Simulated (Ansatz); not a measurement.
**Ba: do energies and stresses tell the same story?**

All numbers below come from DFT PBE, scalar-relativistic, plane waves, PAW in Ansatz 0.2.0.

Cutoff 420 eV; k points 12×12×12 on the computed 1-atom cell (Γ-centred); Gaussian smearing, width 0.10 eV; no spin polarisation.

Relaxed cell: Im-3m, a = 5.013 Å, b = 5.013 Å, c = 5.013 Å, α = 90.00°, β = 90.00°, γ = 90.00°, 1 atom in the primitive cell.

Energies at zero smearing and pressures from the stress tensor, at volumes with shape and atoms relaxed:
```
V (Å³/atom) E − E(first) (meV/atom) P (GPa)
     59.209                     0.00    0.613
     61.099                    -5.34    0.309
     62.989                    -7.39    0.038
     64.878                    -6.44   -0.206
     66.768                    -2.76   -0.426
```

Q: Check P = −dE/dV between neighbouring volumes, and get the bulk modulus from the pressures alone.

A: With 1 eV/Å³ = 160.2 GPa:
| middle V (Å³/atom) | −ΔE/ΔV (GPa) | mean P (GPa) |
| --- | --- | --- |
| 60.154 | 0.453 | 0.461 |
| 62.044 | 0.174 | 0.173 |
| 63.934 | -0.080 | -0.084 |
| 65.823 | -0.313 | -0.316 |

The two differ by 0.008 GPa at most. The mean of two end pressures misses the average over a step by about ΔV² P″/12, up to 0.003 GPa here; with that taken off 0.006 GPa remains. Around V = 62.989 Å³/atom, the two neighbours give B = −V ΔP/ΔV = 62.989 × 0.515 / 3.779 = 8.6 GPa, against B0 = 8.4 GPa from the Birch–Murnaghan fit of the energies.